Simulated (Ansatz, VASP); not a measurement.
## ZnS in VASP and in Ansatz

File INCAR:

```
PREC = Accurate
ENCUT = 520
EDIFF = 1E-7
ISMEAR = -1
SIGMA = 0.08
LREAL = F
LASPH = T
NELM = 80
ALGO = Normal
ISIF = 2
LWAVE = F
LCHARG = F
GGA = PE
NBANDS = 16
```

File KPOINTS:

```
regular mesh
0
Gamma
  14 14 14
```

File POSCAR:

```
ZnS
1.0
    0.0000000000      2.2870942076      2.2870942076
    2.2870942076      0.0000000000      2.2870942076
    2.2870942076      2.2870942076      0.0000000000
Zn S
1 1
Direct
    0.0000000000      0.0000000000      0.0000000000
    0.5000000000      0.5000000000      0.5000000000
```

Input for Ansatz:

```yaml
crystal:
  lattice:
    - [0.0, 2.2870942076, 2.2870942076]
    - [2.2870942076, 0.0, 2.2870942076]
    - [2.2870942076, 2.2870942076, 0.0]
  atoms:
    - { symbol: Zn, position: [0.0, 0.0, 0.0] }
    - { symbol: S, position: [0.5, 0.5, 0.5] }
kpoints:
  mp_grid: { grid: [14, 14, 14] }
scf:
  occupations: { method: fermi_dirac, width: 0.08 }
hamiltonian:
  xc: pbe
  pseudopotentials: { kind: all_electron, lapw: { basis_error: 0.001 } }
output:
  forces: true
  stress: true
  eigenvalues: true
  populations: true
```

Change from the starting cell: volume scaled by 0.72, LAPW.

Alike in both runs: task single point; functional PBE; k mesh 14 × 14 × 14; occupations fermi-dirac, width 0.08 eV; no spin polarisation.

|  | VASP | Ansatz |
| --- | --- | --- |
| version | VASP 6.6.1 | Ansatz 0.2.0 |
| potentials or method | VASP PAW PBE potentials, release 64 (Zn, S) | all-electron LAPW, scalar-relativistic |
| plane-wave cutoff (eV) | 520 | see its input |

```csv
,VASP,Ansatz,Ansatz less VASP
pressure (GPa),59.7,59.0,-0.66
```

Ansatz ran all-electron here, so the differences hold the error of VASP's frozen core and of both bases.

Caveats: so large a pressure means that the cell lies far from this level's equilibrium, or that cutoff or potentials fall short (VASP).
